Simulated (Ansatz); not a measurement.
Runs of Ansatz 0.2.0 on NiO. The structure is cubic, space group Fm-3m (No. 225). Conventional cell: a = 4.172 Å, b = 4.172 Å, c = 4.172 Å, α = 90.00°, β = 90.00°, γ = 90.00°. Ni (site symmetry m-3m) is surrounded by 6 O at 2.09 Å. O (site symmetry m-3m) has 6 Ni at 2.09 Å as nearest neighbours. 

```tsv
task	level	potentials or basis	spin	U	cell	k mesh	cutoff (eV)	smearing	double counting	hubbard projectors	atoms under strain	other keys	mesh quality	gap on the mesh (eV)	pressure (GPa)	moment (μB)
single point	BLYP	JTH PAW	collinear, program default start	-	atoms moved at random, drawn with an rms of 0.02 Å	8 × 8 × 8	2400	gaussian 0.02 eV	-	-	-	-	not flagged	none	16.0	1.83
electrostatic potential	r2SCAN+D4+U	Ansatz PAW	collinear, ferromagnetic start	Ni d U = 5 eV	as given	11 × 11 × 11	500	fermi-dirac 0.1 eV	fll	ortho-atomic (the default)	-	-	not flagged	2.89	5.6	2.00
electric field gradients	PBEsol+D4+U	Ansatz PAW earlier set	collinear, random start	Ni d U = 5 eV	as given	11 × 11 × 11	1080	cold 0.05 eV	fll (the default)	ortho-atomic (the default)	-	-	not flagged	(c)	(b)	2.00
density of states	r2SCAN+D3(BJ)+U	Ansatz PAW	non-collinear, ferromagnetic start, SOC	Ni d U = 5.3 eV	as given	11 × 11 × 11	500	fermi-dirac 0.1 eV	fll (the default)	atomic	-	hamiltonian.xc = r2scan; hamiltonian.pseudopotentials = kind paw_fr; …	not flagged	2.71	7.8	-
projected density of states	m-r2SCAN+D3(BJ)	Ansatz PAW	collinear, ferromagnetic start	-	as given	11 × 11 × 11	500	gaussian 0.02 eV	-	-	-	scf.initial_density.chi_scale = 0; hamiltonian.dispersion = d3bj	not flagged	none	(d)	1.83
single point	r2SCANh	Ansatz NC	collinear, ferromagnetic start	-	as given	6 × 6 × 6	1400	fermi-dirac 0.05 eV	-	-	-	-	coarse	2.30	1.8	2.00
elastic constants	PBEsol+U	JTH PAW	collinear, ferromagnetic start	Ni d U = 2.0 eV	volume scaled by 0.92	9 × 9 × 9	2400	gaussian 0.1 eV	fll (the default)	all-electron-ortho-atomic	relaxed	scf.initial_density.chi_scale = 0.3	not flagged	none	22.1	1.97
single point	revPBE+U	PseudoDojo standard (PBE files)	collinear, ferromagnetic start	Ni d U = 5 eV	as given	11 × 11 × 11	1333	gaussian 0.02 eV	fll (the default)	ortho-atomic	-	-	not flagged	1.89	16.8	2.00
density of states	revPBE+U	Ansatz NC	collinear, random start	Ni d U = 7 eV	as given	11 × 11 × 11	1400	tetrahedron	amf	all-electron-atomic	-	-	not flagged	(a)	25.3	2.00
electron localisation function	r2SCAN+D3(BJ)+U	Ansatz PAW	collinear, ferromagnetic start	Ni d U = 5 eV	as given	11 × 11 × 11	500	methfessel-paxton 0.1 eV	fll	ortho-atomic (the default)	-	-	not flagged	2.89	5.6	2.00
```

Problem. Estimate the missing entries.

Solution. (a) 1.74; (b) 0.6; (c) 1.49; (d) -1.7.

Caveats: some runs use coarse meshes; a cell with one magnetic atom can't hold antiferromagnetic order, which such compounds often take (some runs); the magnetic or orbital state may not be the lowest (some runs); odd divisions of the mesh miss points on the zone boundary, where band edges often lie, so the gap on the mesh can be too wide (some runs); the PAW data sets come from PBE, with cores solved anew for the run's functional, which leaves a small shift of forces and pressure (some runs); the dispersion damping was fitted for another functional or another form of the correction (some runs); the potentials were made for another functional, which shifts forces and pressure (some runs); semilocal functionals often make such compounds metallic where correlation or magnetic order opens a gap, which also shifts bond lengths (some runs).

A k mesh can miss the band edges.

A gap of «none» marks a metal or a gap under the smearing width.

Runs at the PBE level aren't shown here.
